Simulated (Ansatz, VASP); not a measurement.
# Al: VASP beside Ansatz

Contents of INCAR:

```
SYSTEM = Al
ALGO = Normal ; EDIFF = 1E-7
ENCUT = 520 ; GGA = PS
ISIF = 2 ; ISMEAR = 0
LASPH = .TRUE. ; LCHARG = .TRUE.
LELF = .TRUE. ; LREAL = .FALSE.
LVHAR = .TRUE. ; LWAVE = .FALSE.
NBANDS = 8 ; NELM = 100
PREC = Accurate ; SIGMA = 0.1
```

File KPOINTS:

```
k-points
0
G
  18 18 18
  0 0 0
```

File POSCAR:

```
Al
1.0
   -1.6223453750      1.6223453750      1.6223453750
    1.6223453750     -1.6223453750      1.6223453750
    1.6223453750      1.6223453750     -1.6223453750
Al
1
Direct
    0.0000000000      0.0000000000      0.0000000000
```

Input for Ansatz:

```yaml
crystal:
  lattice:
    - [-1.622345375, 1.622345375, 1.622345375]
    - [1.622345375, -1.622345375, 1.622345375]
    - [1.622345375, 1.622345375, -1.622345375]
  atoms:
    - { symbol: Al, position: [0.0, 0.0, 0.0] }
basis:
  ecutwfc: 420
kpoints:
  mp_grid: { grid: [18, 18, 18] }
hamiltonian:
  xc: pbesol
scf:
  occupations: { method: gaussian, width: 0.1 }
output:
  forces: true
  stress: true
  eigenvalues: true
```

Alike in both runs: task single point; functional PBEsol; k mesh 18 × 18 × 18; occupations gaussian, width 0.1 eV; no spin polarisation.

```csv
,VASP,Ansatz
version,VASP 6.6.1,Ansatz 0.2.0
potentials or method,"VASP PAW PBE potentials, release 64 (Al)","scalar-relativistic, plane waves, PAW"
plane-wave cutoff (eV),520,420
valence electrons in the cell,3,3
```

```tsv
	VASP	Ansatz	Ansatz less VASP
gap on the k mesh at the Fermi level (eV)	none	none	-
pressure (GPa)	-2.0	-2.0	-0.05
```

A gap of «none» marks a metal or a gap that the smearing closes.

Caveats: the PAW data sets were made with another functional, which shifts forces and pressure a little (VASP).
